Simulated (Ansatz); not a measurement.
Input and command of a plane-wave DFT calculation in Ansatz:

```yaml
crystal:
  lattice:
    - [2.4514309919, 0.0, 0.0]
    - [-1.225715496, 2.1230015146, 0.0]
    - [0.0, 0.0, 5.989786048]
  atoms:
    - { symbol: C, position: [0.0, 0.0, 0.0025] }
    - { symbol: C, position: [0.0, 0.0, 0.5025] }
    - { symbol: C, position: [0.3333333333, 0.6666666667, 0.0025] }
    - { symbol: C, position: [0.6666666667, 0.3333333333, 0.5025] }
basis:
  ecutwfc: 420
kpoints:
  mp_grid: { grid: [18, 18, 8] }
hamiltonian:
  xc: pbe
  dispersion: d3bj
scf:
  occupations: { method: fermi_dirac, width: 0.15 }
output:
  forces: true
  stress: true
  eigenvalues: true
relax:
  adjacent_minimum: "off"
  f_tol: 0.001
  max_steps: 60
  cell: { stress_tol: 0.02, p_target: 25.0 }
```

```bash
ansatz run input.yaml --threads 1 --pin off --max-ram 3072MiB --backend cpu --events-out ev --progress --plain --runs-dir out
```

Processor: Intel(R) Xeon(R) Platinum 8488C (Sapphire Rapids), 1 thread, on a host shared with other jobs.

Task: Estimate time, memory and problem size.

Result: About 22 s on 1 thread of Intel(R) Xeon(R) Platinum 8488C (Sapphire Rapids), with other jobs on the host, peak memory 0.41 GiB. It solves 12 bands at 185 k points (the mesh reduced by the symmetry that the task leaves, which can be less than the crystal's) with about 505 plane waves (on the last cell), in 56 SCF iterations over 9 ionic steps.
